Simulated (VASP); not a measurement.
# CdTe (F-43m) in VASP: further runs, part 2 of 2

VASP 6.6.1. The steps go on from the part before.

**4. Phonons, PBE**

Contents of POSCAR:

```
CdTe
1.0
    0.0000000000      3.2050000000      3.2050000000
    3.2050000000      0.0000000000      3.2050000000
    3.2050000000      3.2050000000      0.0000000000
Te Cd
1 1
Direct
    0.7500000000      0.7500000000      0.7500000000
    0.0000000000      0.0000000000      0.0000000000
```

Contents of INCAR.step1:

```
SYSTEM = CdTe
PREC = Accurate
ENCUT = 600
EDIFF = 1E-8
ISMEAR = 0
SIGMA = 0.02
LREAL = .FALSE.
LASPH = .TRUE.
NELM = 60
ALGO = Fast
ISIF = 3
LWAVE = .FALSE.
LCHARG = .FALSE.
GGA = PE
IBRION = 2
NSW = 40
EDIFFG = -0.002
```

Contents of INCAR.step2:

```
SYSTEM = CdTe
PREC = Accurate
ENCUT = 600
EDIFF = 1E-8
ISMEAR = 0
SIGMA = 0.02
LREAL = .FALSE.
LASPH = .TRUE.
NELM = 60
ALGO = Fast
ISIF = 2
LWAVE = .FALSE.
LCHARG = .FALSE.
GGA = PE
IBRION = 8
NSW = 1
```

Contents of KPOINTS:

```
Automatic mesh
0
G
  5 5 5
  0 0 0
```

Potentials or basis: VASP PAW PBE potentials, release 64 (Te, Cd).

Command:

```bash
> cat potpaw_PBE.64/Te/POTCAR potpaw_PBE.64/Cd/POTCAR > POTCAR
> cp INCAR.step1 INCAR
> mpirun -np 1 vasp_std > vasp.out
> cp CONTCAR POSCAR
> cp INCAR.step2 INCAR
> mpirun -np 1 vasp_std > vasp.out
```

OUTCAR:

```text
SYSTEM = CdTe
   PREC = Accurate
   ENCUT = 600
   EDIFF = 1E-8
   ISMEAR = 0
   LREAL = .FALSE.
   LASPH = .TRUE.
   NELM = 60
   ISIF = 2
   GGA = PE
   IBRION = 8
   NSW = 1

 ion  position               nearest neighbor table
   1  0.750  0.750  0.750-   2 2.87   2 2.87   2 2.87   2 2.87
   2  0.000  0.000  0.000-   1 2.87   1 2.87   1 2.87   1 2.87

  LATTYP: Found a face centered cubic cell.
 ALAT       =     6.6263626768

  Lattice vectors:

 A1 = (   0.0000000000,   3.3131813384,   3.3131813384)
 A2 = (   3.3131813384,   0.0000000000,   3.3131813384)
 A3 = (   3.3131813384,   3.3131813384,   0.0000000000)

Analysis of symmetry for initial positions (statically):
=====================================================================
 Subroutine PRICEL returns:
 Original cell was already a primitive cell.

 Routine SETGRP: Setting up the symmetry group for a
 face centered cubic supercell.

 Subroutine GETGRP returns: Found 24 space group operations
 (whereof 24 operations were pure point group operations)
 out of a pool of 48 trial point group operations.

The static configuration has the point symmetry T_d .

Analysis of symmetry for dynamics (positions and initial velocities):
=====================================================================
 Subroutine PRICEL returns:
 Original cell was already a primitive cell.

 Routine SETGRP: Setting up the symmetry group for a
 face centered cubic supercell.

 Subroutine GETGRP returns: Found 24 space group operations
 (whereof 24 operations were pure point group operations)
[... 331 lines left out ...]
    total drift:                                0.000000      0.000000      0.000000

  FREE ENERGIE OF THE ION-ELECTRON SYSTEM (eV)
  ---------------------------------------------------
  free  energy   TOTEN  =        -4.7955570312 eV

  energy  without entropy=       -4.7955570312  energy(sigma->0) =       -4.79555703

[... ionic steps 2 to 3 ...]

--------------------------------------- Ionic step        4  -------------------------------------------

------------------------ aborting loop because EDIFF is reached ----------------------------------------

[... ionic steps 5 to 6 ...]

--------------------------------------- Ionic step        7  -------------------------------------------

 Free energy of the ion-electron system (eV)
  ---------------------------------------------------
  ---------------------------------------------------
  free energy    TOTEN  =        -0.43358196 eV

  energy without entropy =       -0.43358196

------------------------ aborting loop because EDIFF is reached ----------------------------------------

 INTERNAL STRAIN TENSOR  FOR ION    2  DIRECTION 1   (eV/Angst):
 -----------------------------------------------------------------------------
     0.00701  0.00000  0.00000
    -0.00000 -0.00349 -4.48304
     0.00000 -4.48304 -0.00349

 INTERNAL STRAIN TENSOR FOR ION    2 for displacements in x,y,z  (eV/Angst):
          X           Y           Z          XY          YZ          ZX
  --------------------------------------------------------------------------------
  x     0.00000     0.00000     0.00000    -0.00000    -4.48304     0.00000
  y     0.00000     0.00000     0.00000     0.00000    -0.00000    -4.48304
  z     0.00000     0.00000     0.00000    -4.48304     0.00000    -0.00000

 SECOND DERIVATIVES (NOT SYMMETRIZED)
 ------------------------------------
               1X          1Y          1Z          2X          2Y          2Z
  1X    -3.730929    0.000000    0.000000    3.730929    0.000000    0.000000
  1Y     0.000000   -3.730929    0.000000    0.000000    3.730929    0.000000
  1Z     0.000000    0.000000   -3.730929    0.000000    0.000000    3.730929
  2X     3.720383    0.000000    0.000000   -3.720383    0.000000    0.000000
  2Y     0.000000    3.720383    0.000000    0.000000   -3.720383    0.000000
  2Z     0.000000    0.000000    3.720383    0.000000    0.000000   -3.720383

 Eigenvectors and eigenvalues of the dynamical matrix
 ----------------------------------------------------

   1 f  =    3.903180 THz    24.524403 2PiTHz  130.196070 cm-1    16.142248 meV
             X         Y         Z           dx          dy          dz
      4.969772  4.969772  4.969772     0.000000    0.684881    0.000000
      0.000000  0.000000  0.000000     0.000000   -0.728655    0.000000
[... 21 lines left out ...]
   6 f/i=    0.002757 THz     0.017321 2PiTHz    0.091954 cm-1     0.011401 meV
             X         Y         Z           dx          dy          dz
      4.969772  4.969772  4.969772     0.000000    0.000000    0.728655
      0.000000  0.000000  0.000000     0.000000    0.000000    0.684881

--------------------------------------------------------------------------------------------------------

 ELASTIC MODULI CONTR FROM IONIC RELAXATION (kBar)
 Direction    XX          YY          ZZ          XY          YZ          ZX
 --------------------------------------------------------------------------------
 XX          -0.0000     -0.0000     -0.0000     -0.0000     -0.0000     -0.0000
 YY          -0.0000     -0.0000     -0.0000     -0.0000     -0.0000     -0.0000
 ZZ          -0.0000     -0.0000     -0.0000     -0.0000     -0.0000     -0.0000
 XY          -0.0000     -0.0000     -0.0000   -114.1654     -0.0000     -0.0000
 YZ          -0.0000     -0.0000     -0.0000     -0.0000   -114.1654     -0.0000
 ZX          -0.0000     -0.0000     -0.0000     -0.0000     -0.0000   -114.1654
 --------------------------------------------------------------------------------
```

Run time: 3 min. Hardware: 1 thread of Intel Xeon Platinum 8488C (Sapphire Rapids), shared host; peak memory 0.33 GiB.

What came out:

* Relaxed volume: 36.37 Å³/atom
* Relaxed cell: a = 4.686 Å, b = 4.686 Å, c = 4.686 Å, α = 60.00°, β = 60.00°, γ = 60.00°
* Space group after relaxing (to 0.05 Å): F-43m (No. 216)
* Highest phonon frequency at Γ, LO-TO splitting left out: 130 cm⁻¹

Step by step:
```csv
step,energy change (eV),largest force (eV/Å),pressure (GPa),volume (Å³)
1,0.0000,0.0000,4.42,65.84
2,-0.0799,0.0000,-0.95,74.89
3,-0.0865,0.0000,0.02,72.70
4,-0.0865,0.0000,-0.05,72.85
5,-0.0865,0.0000,0.00,72.74
```

Final structure:
```
Te Cd
1.0
     0.00000    3.31318    3.31318
     3.31318    0.00000    3.31318
     3.31318    3.31318    0.00000
Te Cd
1 1
Direct
  0.75000 0.75000 0.75000
  0.00000 0.00000 0.00000
```

Phonon frequencies in cm⁻¹ (negative: imaginary):
| q point | frequencies |
| --- | --- |
| (0.000, 0.000, 0.000) | 0 0 0 130 130 130 |

Spin-orbit coupling is left out, which matters for the levels of Te.

**5. Elastic constants, PBE**

POSCAR is that of step 4.

Contents of INCAR.step1:

```
SYSTEM = CdTe
  ALGO = Normal
  EDIFF = 1E-8
  EDIFFG = -0.002
  ENCUT = 600
  GGA = PE
  IBRION = 2
  ISIF = 3
  ISMEAR = 0
  LASPH = .True.
  LCHARG = .False.
  LREAL = .False.
  LWAVE = .False.
  NELM = 80
  NSW = 40
  PREC = Accurate
  SIGMA = 0.02
```

Contents of INCAR.step2:

```
SYSTEM = CdTe
  ALGO = Normal
  EDIFF = 1E-8
  ENCUT = 600
  GGA = PE
  IBRION = 6
  ISIF = 3
  ISMEAR = 0
  LASPH = .True.
  LCHARG = .False.
  LREAL = .False.
  LWAVE = .False.
  NELM = 80
  NFREE = 2
  NSW = 1
  POTIM = 0.015
  PREC = Accurate
  SIGMA = 0.02
```

Contents of KPOINTS:

```
k-points
0
Gamma
  5 5 5
  0 0 0
```

Command:

```bash
> cat potpaw_PBE.64/Te/POTCAR potpaw_PBE.64/Cd/POTCAR > POTCAR
> cp INCAR.step1 INCAR
> mpirun -np 1 vasp_std > vasp.out
> cp CONTCAR POSCAR
> cp INCAR.step2 INCAR
> mpirun -np 1 vasp_std > vasp.out
```

Run time: 7.2 min. Hardware: 1 thread of Intel Xeon Platinum 8488C (Sapphire Rapids), shared host; peak memory 0.29 GiB.

It converged, with:

```yaml
Relaxed_volume: 36.37 Å³/atom
Relaxed_cell: a = 4.685 Å, b = 4.685 Å, c = 4.685 Å, α = 60.00°, β = 60.00°, γ = 60.00°
Space_group_after_relaxing_to_0.05_Å: F-43m (No. 216)
Elastic_constants_C11_C12_C44: 46, 30, 19 GPa
Voigt_bulk_modulus: 35 GPa
Highest_phonon_frequency_at_Γ_LO-TO_splitting_left_out: 130 cm⁻¹
```

Step by step:
```tsv
step	energy change (eV)	largest force (eV/Å)	pressure (GPa)	volume (Å³)
1	0.0000	0.0000	4.43	65.84
2	-0.0799	0.0000	-0.95	74.89
3	-0.0865	0.0000	0.02	72.70
4	-0.0865	0.0000	-0.05	72.85
5	-0.0865	0.0000	0.00	72.74
```

Final structure:
```cif
data_structure
_symmetry_space_group_name_H-M 'P 1'
_symmetry_Int_Tables_number 1
_cell_length_a 4.6855
_cell_length_b 4.6855
_cell_length_c 4.6855
_cell_angle_alpha 60.000
_cell_angle_beta 60.000
_cell_angle_gamma 60.000
_cell_volume 72.74
loop_
_atom_site_label
_atom_site_type_symbol
_atom_site_fract_x
_atom_site_fract_y
_atom_site_fract_z
_atom_site_occupancy
Te1 Te 0.75000 0.75000 0.75000 1
Cd1 Cd 0.00000 0.00000 0.00000 1
```

Phonon frequencies in cm⁻¹ (negative: imaginary):
```
              q point        frequencies
(0.000, 0.000, 0.000)  0 0 0 130 130 130
```

Elastic tensor in Voigt notation (GPa, in the Cartesian axes of the cell as first typed):
```
46 30 30  0  0  0
30 46 30  0  0  0
30 30 46  0  0  0
 0  0  0 19  0  0
 0  0  0  0 19  0
 0  0  0  0  0 19
```

Clamped-ion elastic tensor (GPa):
```
46 30 30  0  0  0
30 46 30  0  0  0
30 30 46  0  0  0
 0  0  0 30  0  0
 0  0  0  0 30  0
 0  0  0  0  0 30
```

**6. Chemical shielding, PBE**

Contents of INCAR:

```
ALGO = Fast
DQ = 0.001
EDIFF = 1E-8
ENCUT = 520
GGA = PE
ICHIBARE = 1
ISIF = 2
ISMEAR = 0
LASPH = T
LCHARG = F
LCHIMAG = T
LNMR_SYM_RED = T
LREAL = F
LWAVE = F
NELM = 60
PREC = Accurate
SIGMA = 0.02
```

Contents of KPOINTS:

```
k-points
0
Gamma
  5 5 5
```

POSCAR is that of step 5.

Potentials or basis: VASP PAW PBE potentials, release 64 (Te, Cd).

Command:

```bash
> cat potpaw_PBE.64/Te/POTCAR potpaw_PBE.64/Cd/POTCAR > POTCAR
> mpirun -np 1 vasp_std > vasp.out
```

OUTCAR:

```text
EDIFF = 1E-8
   ENCUT = 520
   GGA = PE
   ISIF = 2
   ISMEAR = 0
   LASPH = T
   LREAL = F
   NELM = 60
   PREC = Accurate

 ion  position               nearest neighbor table
   1  0.750  0.750  0.750-   2 2.78   2 2.78   2 2.78   2 2.78
   2  0.000  0.000  0.000-   1 2.78   1 2.78   1 2.78   1 2.78

  LATTYP: Found a face centered cubic cell.
 ALAT       =     6.4100000000

  Lattice vectors:

 A1 = (   0.0000000000,   3.2050000000,   3.2050000000)
 A2 = (   3.2050000000,   0.0000000000,   3.2050000000)
 A3 = (   3.2050000000,   3.2050000000,   0.0000000000)

Analysis of symmetry for initial positions (statically):
=====================================================================
 Subroutine PRICEL returns:
 Original cell was already a primitive cell.

 Routine SETGRP: Setting up the symmetry group for a
 face centered cubic supercell.

 Subroutine GETGRP returns: Found 24 space group operations
 (whereof 24 operations were pure point group operations)
 out of a pool of 48 trial point group operations.

The static configuration has the point symmetry T_d .

[... 335 lines left out ...]
      0.00000      0.00000      0.00000        -0.000000     -0.000000     -0.000000
 -----------------------------------------------------------------------------------
    total drift:                                0.000000      0.000000      0.000000

  FREE ENERGIE OF THE ION-ELECTRON SYSTEM (eV)
  ---------------------------------------------------
  free  energy   TOTEN  =        -4.7079183293 eV

  energy  without entropy=       -4.7079183293  energy(sigma->0) =       -4.70791833

------------------------ aborting loop because EDIFF is reached ----------------------------------------

  Approximate magnetic susceptibility, pGv (10^-6 cm^3/mole)
     1       -723.065383         -0.000000          0.000000
     2          0.000000       -723.065383          0.000000
     3          0.000000          0.000000       -723.065383
 -------------------------------------------------------------
  Approximate magnetic susceptibility, vGv (10^-6 cm^3/mole)
     1       -633.882430          0.000000          0.000000
     2          0.000000       -633.882430          0.000000
     3          0.000000          0.000000       -633.882430

         principal value                      axis
       (10^-6 cm^3/mole)           x,          y,          z
      --------------------------------------------------------
             -633.882430      0.8944     -0.4472      0.0000
             -633.882430      0.0000      0.0000      1.0000
             -633.882430     -0.4472     -0.8944      0.0000
 -------------------------------------------------------------

 -------------------------------------------------------------
  G=0 CONTRIBUTION TO CHEMICAL SHIELDING (field along BDIR)
  using pGv susceptibility, excluding core contribution
 -------------------------------------------------------------
   BDIR                X                 Y                 Z
 -------------------------------------------------------------
     1        152.767540          0.000000         -0.000000
     2         -0.000000        152.767540         -0.000000
     3          0.000000          0.000000        152.767540
 -------------------------------------------------------------

  Core NMR properties

  typ  El   Core shielding (ppm)
 ----------------------------
    1  Te    5565.0004592
    2  Cd    4807.8450013
 ----------------------------

  Core contribution to magnetic susceptibility:    -23.60  10^-6 cm^3/mole
 --------------------------------------------------------------------------

  CSA tensor (J. Mason, Solid State Nucl. Magn. Reson. 2, 285 (1993))
  for chemical shielding  (including the isotropic core contribution)

  BDIR labels direction of applied magnetic field (i.e. B0)
  For BDIR==1, B0 along x-axis, etc.
  Induced field listed along cartesian directions for each BDIR
 ------------------------------------------------------------------------------------------
                 EXCLUDING G=0 CONTRIBUTION              INCLUDING G=0 CONTRIBUTION
 ------------------------------------------------------------------------------------------
  ion  BDIR            X           Y           Z                X           Y           Z
          (   iso_shield        span        skew ) (   iso_shield        span        skew )
 ------------------------------------------------------------------------------------------
    1     1   -3645.5932      0.0000      0.0000       -3487.8391      0.0000     -0.0000
          2      -0.0000  -3645.5932     -0.0000          -0.0000  -3487.8391     -0.0000
          3       0.0000     -0.0000  -3645.5932           0.0000     -0.0000  -3487.8391
          (   -3645.5932      0.0000      0.0000 ) (   -3487.8391      0.0000      0.0000 )

    2     1    2603.3807      0.0000     -0.0000        2761.1348      0.0000     -0.0000
          2       0.0000   2603.3807      0.0000           0.0000   2761.1348      0.0000
          3      -0.0000      0.0000   2603.3807          -0.0000      0.0000   2761.1348
          (    2603.3807      0.0000      0.0000 ) (    2761.1348      0.0000      0.0000 )
 ------------------------------------------------------------------------------------------
  IF SPAN.EQ.0, THEN SKEW IS ILL-DEFINED
 ------------------------------------------------------------------------------------------
```

OSZICAR:

```text
N       E                     dE             d eps       ncg     rms          rms(c)
DAV:   1     0.102795052386E+03    0.10280E+03   -0.83824E+03   260   0.120E+03
DAV:   2    -0.995084266055E+00   -0.10379E+03   -0.99837E+02   290   0.281E+02
DAV:   3    -0.490354750523E+01   -0.39085E+01   -0.38993E+01   320   0.564E+01
DAV:   4    -0.494045751945E+01   -0.36910E-01   -0.36906E-01   370   0.484E+00
[... 19 lines left out ...]
RLQ:   2    -0.493114050595E+01   -0.14588E+00   -0.18090E-01   460   0.207E+00
RLQ:   3    -0.493433724061E+01   -0.31967E-02   -0.53185E-03   453   0.269E-01
RLQ:   4    -0.493445106000E+01   -0.11382E-03   -0.15195E-04   455   0.401E-02
RLQ:   5    -0.493445577798E+01   -0.47180E-05   -0.14330E-05   451   0.770E-03
RLQ:   6    -0.493445618407E+01   -0.40609E-06   -0.68006E-07   363   0.162E-03
RLQ:   7    -0.493445621189E+01   -0.27814E-07   -0.80004E-08   250   0.426E-04
RLQ:   8    -0.493445621470E+01   -0.28102E-08   -0.32228E-09   173   0.196E-04
```

stdout:

```text
POSCAR found type information on POSCAR TeCd
 POSCAR found :  2 types and       2 ions
 scaLAPACK will be used
 LDA part: xc-table for (Slater+PW92), standard interpolation
 POSCAR, INCAR and KPOINTS ok, starting setup
 FFT: planning ... GRIDC
[... 34 lines left out ...]
BDIR= 3  IDIR= 2  IQ= -1
BDIR= 3  IDIR= 2  IQ=  0
BDIR= 3  IDIR= 2  IQ=  1
RLQ:   1    -0.478525577208E+01   -0.47853E+01   -0.11754E+01   329   0.406E+01
RLQ:   2    -0.493114050595E+01   -0.14588E+00   -0.18090E-01   460   0.207E+00
RLQ:   3    -0.493433724061E+01   -0.31967E-02   -0.53185E-03   453   0.269E-01
RLQ:   4    -0.493445106000E+01   -0.11382E-03   -0.15195E-04   455   0.401E-02
RLQ:   5    -0.493445577798E+01   -0.47180E-05   -0.14330E-05   451   0.770E-03
RLQ:   6    -0.493445618407E+01   -0.40609E-06   -0.68006E-07   363   0.162E-03
RLQ:   7    -0.493445621189E+01   -0.27814E-07   -0.80004E-08   250   0.426E-04
RLQ:   8    -0.493445621470E+01   -0.28102E-08   -0.32228E-09   173   0.196E-04
```

It took 2.6 min on 1 thread of Intel Xeon Platinum 8488C (Sapphire Rapids), shared host; peak memory 0.24 GiB.

Chemical shielding (ppm):
```tsv
atom	isotropic	span	skew
1 Te	-3488	0	0.00
2 Cd	2761	0	0.00
```

**7. For comparison**

An earlier run on the cell as given: functional PBEsol; potentials or basis VASP PAW PBE potentials, release 64 (Te, Cd); cutoff 520 eV; k mesh 7 × 7 × 7; occupations fermi-dirac, width 0.05 eV; no spin polarisation.

- Pressure: 1.9 GPa
- Band gap on the k mesh: 0.76 eV, direct

**8. The runs side by side**

| task | level | cell | k mesh | cutoff (eV) | smearing | ions in elastic constants | ladder | gap on the mesh (eV) | pressure (GPa) |
| --- | --- | --- | --- | --- | --- | --- | --- | --- | --- |
| electric field gradients | PBE | as given | 7 × 7 × 7 | 520 | gaussian 0.02 eV | - | - | 0.87 | 4.4 |
| core levels | PBE | as given | 7 × 7 × 7 | 520 | gaussian 0.02 eV | - | - | 0.87 | 4.4 |
| phonons | PBE | relaxed | 5 × 5 × 5 | 600 | gaussian 0.02 eV | - | - | - | - |
| elastic constants | PBE | relaxed | 5 × 5 × 5 | 600 | gaussian 0.02 eV | relaxed | - | - | - |
| chemical shielding | PBE | as given | 5 × 5 × 5 | 520 | gaussian 0.02 eV | - | - | - | - |
| single point | PBEsol | as given | 7 × 7 × 7 | 520 | fermi-dirac 0.05 eV | - | free | 0.76 | 1.9 |

Alike in all rows: potentials or basis VASP PAW PBE potentials, release 64 (Te, Cd); no spin polarisation.

On the cell as given the gap runs from 0.76 eV (PBEsol) to 0.87 eV (PBE). The pressure there spans 1.9 GPa (PBEsol) to 4.4 GPa (PBE); a positive pressure means that this level wants a larger cell, a negative one a smaller.

Caveats: spin-orbit coupling is left out, which moves the levels of the heavy elements (some runs); the PAW data sets were made with another functional, which shifts forces and pressure a little (some runs).

Absolute energies hang on the potentials; compare differences alone.

**9. Comparison with measurements**

Step 2. A measured gap of CdTe is 1.607 eV (0 K; a printed reference work, data compilation); the calculated 0.87 eV misses it by -0.73 eV. Spin-orbit coupling on Cd, Te is left out. The value is that of PBE, without temperature or zero-point motion. Semilocal functionals fall short of measured gaps as a rule.

Step 3. Against the measured gap of CdTe, 1.607 eV (0 K; a printed reference work, data compilation), the calculated 0.87 eV is off by -0.73 eV. Spin-orbit coupling on Cd, Te is left out. The value is that of PBE, without temperature or zero-point motion. Semilocal functionals fall short of measured gaps as a rule.
